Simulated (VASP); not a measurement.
FeSi, 4 atoms in the cell. The structure is cubic, space group Pm-3m (No. 221). Conventional cell: a = 2.732 Å, b = 2.732 Å, c = 2.732 Å, α = 90.00°, β = 90.00°, γ = 90.00°. Around Fe (site symmetry m-3m) lie 8 Si at 2.37 Å. Around Si (site symmetry m-3m) lie 8 Fe at 2.37 Å. The cell was built by a generator and needn't be a form met in nature. The cell isn't the ideal one: ferromagnetic, larger cell.

```yaml
Program: VASP 6.6.1
Task: single point
Functional: PBEsol
Potentials_or_basis: VASP PAW PBE potentials, release 64 (Fe, Si)
Cutoff: 520 eV
k_mesh: 12 × 12 × 12
Occupations: gaussian, width 0.05 eV
Spin: collinear spin, typed start
Starting_moments: "[2.5, 2.5, 0.0, 0.0] μB"
Dipole_correction: no
Further_INCAR_settings: ALGO = Fast; EDIFF = 1e-07; NBANDS = 24
```

Potentials or basis: VASP PAW PBE potentials, release 64 (Fe, Si).

Command:

```sh
$ cat potpaw_PBE.64/Fe/POTCAR potpaw_PBE.64/Si/POTCAR > POTCAR
$ mpirun -np 1 vasp_std > vasp.out
```

Hardware: 1 thread of AMD EPYC 7R43 64-Core Processor (Zen 3), on a shared host.

Problem. Estimate the wall time of this run.

Solution. It took 3.2 min on 1 thread of AMD EPYC 7R43 64-Core Processor (Zen 3), with other jobs on the host, peak memory 0.21 GiB. Counts: scf iterations 18, k points 72.
